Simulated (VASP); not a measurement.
Here is a VASP 6.6.1 calculation.

INCAR

```
SYSTEM = Li
ALGO = Normal
EDIFF = 1E-7
EDIFFG = -0.01
ENCUT = 600
GGA = PE
IBRION = 2
ISIF = 3
ISMEAR = -1
LASPH = .True.
LCHARG = .False.
LREAL = .False.
LWAVE = .False.
NELM = 80
NSW = 60
PREC = Accurate
PSTRESS = 20
SIGMA = 0.05
```

KPOINTS

```
k-points
0
Gamma
  10 10 10
  0 0 0
```

Contents of POSCAR:

```
Li
1.0
    2.9357600000      0.0000000000      0.0000000000
   -1.4678800000      2.5424500000      0.0000000000
    0.0000000000      0.0000000000      2.7146800000
Li
1
Direct
    0.0000000000      0.0000000000      0.0000000000
```

Potentials or basis: VASP PAW PBE potentials, release 64 (Li_sv).

Command:

```bash
$ cat potpaw_PBE.64/Li_sv/POTCAR > POTCAR
$ mpirun -np 1 vasp_std > vasp.out
```

(1) Predict the band gap on the k mesh.

(2) What does it give for the relaxed cell?

Results:

(1) none (metal or under the smearing width).

(2) a = 2.823 Å, b = 2.823 Å, c = 2.547 Å, α = 90.00°, β = 90.00°, γ = 120.00°.
